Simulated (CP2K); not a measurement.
# MoS2 in CP2K: settings compared, part 2 of 2

CP2K 2026.2.

## 5. Projected density of states, LDA+U

Input file mos2_pdos.inp:

```
&GLOBAL
  PROJECT mos2_pdos
  RUN_TYPE ENERGY_FORCE
  PRINT_LEVEL LOW
&END GLOBAL
&FORCE_EVAL
  METHOD QS
  STRESS_TENSOR ANALYTICAL
  &DFT
    BASIS_SET_FILE_NAME BASIS_MOLOPT
    POTENTIAL_FILE_NAME GTH_POTENTIALS
    PLUS_U_METHOD MULLIKEN
    &MGRID
      CUTOFF 450
      REL_CUTOFF 60
      NGRIDS 4
    &END MGRID
    &QS
      METHOD GPW
      EPS_DEFAULT 1.0E-9
    &END QS
    &KPOINTS
      SCHEME MONKHORST-PACK 7 7 2
      GAMMA_CENTERED T
      SYMMETRY T
      SYMMETRY_BACKEND SPGLIB
    &END KPOINTS
    &SCF
      SCF_GUESS ATOMIC
      EPS_SCF 1.0E-6
      MAX_SCF 100
      ADDED_MOS 15
      CHOLESKY OFF
      EPS_EIGVAL 1.0E-7
      &DIAGONALIZATION ON
        ALGORITHM STANDARD
      &END DIAGONALIZATION
      &MIXING ON
        METHOD BROYDEN_MIXING
        ALPHA 0.4
        BETA 1.5
        NBUFFER 8
      &END MIXING
      &SMEAR ON
        METHOD FERMI_DIRAC
        ELECTRONIC_TEMPERATURE [K] 580.226
      &END SMEAR
    &END SCF
    &XC
      &XC_FUNCTIONAL
        &LDA_X
        &END LDA_X
        &LDA_C_PW
        &END LDA_C_PW
      &END XC_FUNCTIONAL
    &END XC
    &PRINT
      &KPOINTS ON
      &END KPOINTS
      &MULLIKEN ON
      &END MULLIKEN
      &MO ON
        ENERGIES T
        OCCUPATION_NUMBERS T
        &EACH
          QS_SCF 0
        &END EACH
        ADD_LAST NUMERIC
      &END MO
      &LOWDIN ON
      &END LOWDIN
      &HIRSHFELD ON
        SHAPE_FUNCTION DENSITY
      &END HIRSHFELD
      &DOS ON
        &PDOS
          COMPONENTS T
        &END PDOS
        &CURVE
          ENERGY_UNIT EV
          ENERGY_ZERO ABSOLUTE
          &BROADEN
            TYPE GAUSSIAN
            WIDTH [eV] 0.1
          &END BROADEN
        &END CURVE
        DELTA_E 0.001837
      &END DOS
    &END PRINT
  &END DFT
  &SUBSYS
    &CELL
      A 3.1841260822 0.0000000000 0.0000000000
      B -1.5920630411 2.7575340760 0.0000000000
      C 0.0000000000 0.0000000000 17.3345999500
      PERIODIC XYZ
    &END CELL
    &COORD
      SCALED
      Mo  0.0000000000 0.0000000000 0.0000000000
      S   0.3333333333 0.6666666667 0.9105070200
      S   0.3333333333 0.6666666667 0.0894929800
    &END COORD
    &KIND Mo
      BASIS_SET DZVP-MOLOPT-SR-GTH-q14
      POTENTIAL GTH-PADE-q14
      &DFT_PLUS_U
        L 2
        U_MINUS_J [eV] 8.0
      &END DFT_PLUS_U
    &END KIND
    &KIND S
      BASIS_SET DZVP-MOLOPT-SR-GTH-q6
      POTENTIAL GTH-PADE-q6
    &END KIND
    &PRINT
      &ATOMIC_COORDINATES ON
      &END ATOMIC_COORDINATES
      &CELL ON
      &END CELL
      &SYMMETRY ON
      &END SYMMETRY
    &END PRINT
  &END SUBSYS
  &PRINT
    &FORCES ON
    &END FORCES
    &STRESS_TENSOR ON
    &END STRESS_TENSOR
  &END PRINT
&END FORCE_EVAL
```

Potentials or basis: GTH_POTENTIALS Mo GTH-PADE-q14, S GTH-PADE-q6; DZVP-MOLOPT-SR-GTH basis.

Started as:

```
> OMP_NUM_THREADS=1 cp2k.psmp -i mos2_pdos.inp -o mos2_pdos.out
```

mos2_pdos.out:

```text

 CP2K| version string:                                       CP2K version 2026.2
 CP2K| Input file name                                             mos2_pdos.inp

 GLOBAL| Force Environment number                                              1
 GLOBAL| Basis set file name                                        BASIS_MOLOPT
 GLOBAL| Potential file name                                      GTH_POTENTIALS
 GLOBAL| MM Potential file name                                     MM_POTENTIAL
 GLOBAL| Coordinate file name                                      __STD_INPUT__
 GLOBAL| Method name                                                        CP2K
 GLOBAL| Project name                                                  mos2_pdos
 GLOBAL| Run type                                                   ENERGY_FORCE
 GLOBAL| FFT library                                                       FFTW3
[... 8 lines left out ...]
 GLOBAL| CPU model name                                                  UNKNOWN

 CELL| Volume [angstrom^3]:                                           152.203615
 CELL| Vector a [angstrom]:       3.184     0.000     0.000   |a| =     3.184126
 CELL| Vector b [angstrom]:      -1.592     2.758     0.000   |b| =     3.184126
 CELL| Vector c [angstrom]:       0.000     0.000    17.335   |c| =    17.334600
 CELL| Angle (b,c), alpha [degree]:                                    90.000000
 CELL| Angle (a,c), beta  [degree]:                                    90.000000
 CELL| Angle (a,b), gamma [degree]:                                   120.000000
 CELL| Numerically orthorhombic:                                              NO
 CELL| Periodicity                                                           XYZ

 CELL_REF| Volume [angstrom^3]:                                       152.203615
 CELL_REF| Vector a [angstrom     3.184     0.000     0.000   |a| =     3.184126
 CELL_REF| Vector b [angstrom    -1.592     2.758     0.000   |b| =     3.184126
 CELL_REF| Vector c [angstrom     0.000     0.000    17.335   |c| =    17.334600
 CELL_REF| Angle (b,c), alpha [degree]:                                90.000000
 CELL_REF| Angle (a,c), beta  [degree]:                                90.000000
 CELL_REF| Angle (a,b), gamma [degree]:                               120.000000
 CELL_REF| Numerically orthorhombic:                                          NO
 CELL_REF| Periodicity                                                       XYZ
[... 10 lines left out ...]

  Total number of            - Atomic kinds:                                   2
                             - Atoms:                                          3
                             - Shell sets:                                     3
                             - Shells:                                        18
                             - Primitive Cartesian functions:                 15
[... 697 lines left out ...]
   Using a  7  7  2 MONKHORST-PACK grid

   Calculate DOS at iteration step                                   0
   Using a  7  7  2 MONKHORST-PACK grid

   Calculate k-point PDOS at iteration step                          0

 *** WARNING in qs_pdos.F:1187 :: State-resolved k-point PDOS output is ***
 *** not implemented yet                                                ***

 !-----------------------------------------------------------------------------!
                     Mulliken Population Analysis

 #  Atom  Element  Kind  Atomic population                           Net charge
       1     Mo       1         19.221501                             -5.221501
       2     S        2          3.389250                              2.610750
       3     S        2          3.389249                              2.610751
 # Total charge                             26.000000                  0.000000

 !-----------------------------------------------------------------------------!

 !-----------------------------------------------------------------------------!
                           Hirshfeld Charges

  #Atom  Element  Kind  Ref Charge     Population                    Net charge
      1       Mo     1      14.000         16.200                        -2.200
      2       S      2       6.000          4.900                         1.100
      3       S      2       6.000          4.900                         1.100

  Total Charge                                                            0.000
 !-----------------------------------------------------------------------------!

 LOWDIN POPULATION ANALYSIS

 #  Atom  Element  Kind  Atomic population                           Net charge
       1     Mo       1         19.190883                             -5.190883
       2     S        2          3.404558                              2.595442
       3     S        2          3.404558                              2.595442
 # Total charge                             26.000000                  0.000000

 ENERGY| Total FORCE_EVAL ( QS ) energy [hartree]           -666.982308692217089

 FORCES| Atomic forces [hartree/bohr]
 FORCES|   Atom     x               y               z               |f|
 FORCES|      1  1.38174759E-02 -2.20376395E-03 -1.21456353E-06   1.39921127E-02
 FORCES|      2 -6.90858793E-03  1.10036808E-03  2.57784047E+02   2.57784047E+02
 FORCES|      3 -6.90921692E-03  1.10358586E-03 -2.57784046E+02   2.57784046E+02
 FORCES| Sum    -3.28906111E-07  1.89985557E-07  9.66338121E-13
 FORCES| Total atomic force                                       3.79833834E-07

 STRESS| Analytical stress tensor [bar]
 STRESS|                        x                   y                   z
 STRESS|      x       -7.60722620579E+08   2.83980607994E+04  -5.25052532375E-01
 STRESS|      y        2.83980607994E+04  -7.59195961364E+08   1.06144781736E+00
 STRESS|      z       -5.25052532375E-01   1.06144781736E+00  -4.32936009266E+08
 STRESS| 1/3 Trace                                            -6.50951530403E+08
 STRESS| Determinant                                          -2.50036797966E+26

 STRESS| Eigenvectors and eigenvalues of the analytical stress tensor [bar]
 STRESS|                        1                   2                   3
 STRESS| Eigenvalues  -7.60723148641E+08  -7.59195433302E+08  -4.32936009266E+08
 STRESS|      x           0.999827157647      0.018591794758     -0.000000001602
 STRESS|      y          -0.018591794758      0.999827157647      0.000000003253
 STRESS|      z           0.000000001662     -0.000000003223      1.000000000000
```

Wall time 57 s (1 thread of Arm Neoverse V2, shared host); peak memory 0.48 GiB.

The run converged, but a check on its numbers failed (symmetry, net force, bounds or a known fault of this set-up), so they aren't taken as properties of the slab.

Caveat: the U term came out negative, which shows unphysical Mulliken occupations; this program's U acts on Mulliken populations of all basis functions of the shell, so it isn't the U of plane-wave codes; energies scatter by some meV and the pressure isn't listed; the basis of atomic orbitals isn't converged, which shifts pressures, moduli and gaps; U without spin polarisation on a metal has little footing.

## 6. Overview

```tsv
level	U	PLUS_U_METHOD	gap on the mesh (eV)	largest force (eV/Å)
LDA	-	-	1.79	0.23
LDA+U	Mo d U = 2.0 eV	MULLIKEN	1.61	0.22
LDA+U	Mo d U = 4.0 eV	MULLIKEN	1.38	0.28
```

Alike in all rows: task projected density of states; potentials or basis GTH_POTENTIALS Mo GTH-PADE-q14, S GTH-PADE-q6; DZVP-MOLOPT-SR-GTH basis; no spin polarisation; cell as given; k mesh 7 × 7 × 2; smearing fermi-dirac 0.05 eV.

Caveats: the basis of atomic orbitals isn't converged, which shifts pressures, moduli and gaps; this program's U acts on Mulliken populations of all basis functions of the shell, so it isn't the U of plane-wave codes (some runs); energies scatter by some meV and the pressure isn't listed (some runs).

Total energies depend on the potentials used, so only differences within one code and one set of settings carry meaning.
